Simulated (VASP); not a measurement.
Runs of VASP 6.6.1 on BAs. Symmetry: F-43m, No. 216, cubic system. Conventional cell: a = 4.784 Å, b = 4.784 Å, c = 4.784 Å, α = 90.00°, β = 90.00°, γ = 90.00°. Around B (site symmetry -43m) lie 4 As at 2.07 Å. As (site symmetry -43m) is surrounded by 4 B at 2.07 Å. 

| task | level | potentials or basis | cell | k mesh | cutoff (eV) | smearing | exchange at q = 0 | grid for exact exchange (PRECFOCK) | gap on the mesh (eV) | pressure (GPa) |
| --- | --- | --- | --- | --- | --- | --- | --- | --- | --- | --- |
| single point | HF | VASP PAW PBE potentials, release 64 (B, As) | F-43m, 13.68 Å³/atom | 6 × 6 × 6 | 520 | gaussian 0.01 eV | truncated | Normal | (a) | 1.6 |
| single point | PBE0 | VASP PAW PBE potentials, release 64 (B, As) | F-43m, 13.68 Å³/atom | 6 × 6 × 6 | 520 | gaussian 0.01 eV | truncated | Normal | 2.63 | -1.3 |
| relaxation of cell and atoms | LDA | VASP PAW LDA potentials, release 64 (B, As) | relaxed | 8 × 8 × 8 | 600 | fermi-dirac 0.02 eV | - | - | 1.12 | 0.0 |
| single point | LDA | VASP PAW LDA potentials, release 64 (B, As) | F-43m, 13.25 Å³/atom | 8 × 8 × 8 | 520 | fermi-dirac 0.02 eV | - | - | 1.11 | (b) |

Alike in all rows: no spin polarisation.

Question: Fill in the values left out.

Answer: (a) 7.54; (b) 0.9.

Caveats: the PAW data sets were made with another functional, which shifts forces and pressure a little (some runs).

A k mesh can miss the band edges, and the runs leave out spin-orbit coupling on As.

Runs at the PBE level aren't shown here.
